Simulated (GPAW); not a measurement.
The system is Cu.

```
Cu
1.0
    -1.44279    1.44279    1.37608
     1.44279   -1.44279    1.37608
     1.44279    1.44279   -1.37608
Cu
1
Cartesian
  0.0000 0.0000 0.0000
```

This isn't the form of Cu at room conditions, which is fcc.

| Property | Result |
| --- | --- |
| Program | GPAW 26.7.0 |
| Task | single point |
| Functional | PBE |
| Potentials or basis | GPAW PAW data sets (gpaw-data 1.2.1) |
| Cutoff | 600 eV |
| Basis | pw |
| k mesh | 13 × 13 × 13 |
| Occupations | fermi-dirac, width 0.05 eV |
| Spin | no spin polarisation |

On this cell: pressure 8.9 GPa; band gap on the k mesh none (metal or under the smearing width).

The same run follows on a disturbed copy (cell strained at random at fixed volume):

```xyz
1
Lattice="-1.4108 1.4416 1.3667 1.3919 -1.4546 1.3605 1.4610 1.5047 -1.3803" Properties=species:S:1:pos:R:3 pbc="T T T"
Cu   -0.0015    0.0446    0.0097
```

Problem. What does the disturbed cell give?

Solution. The energy (extrapolated to zero smearing) moves by +5.0 meV/atom; pressure 9.2 GPa; band gap on the k mesh none (metal or under the smearing width).

Stress tensor (GPa, compression positive):
```
 7.95 -4.68  1.43
-4.68 10.26  0.94
 1.43  0.94  9.53
```

Caveats: with this Cu data set, volumes or pressures lay over 1.5 % or 2 GPa off other programs in two to four cells of ten.
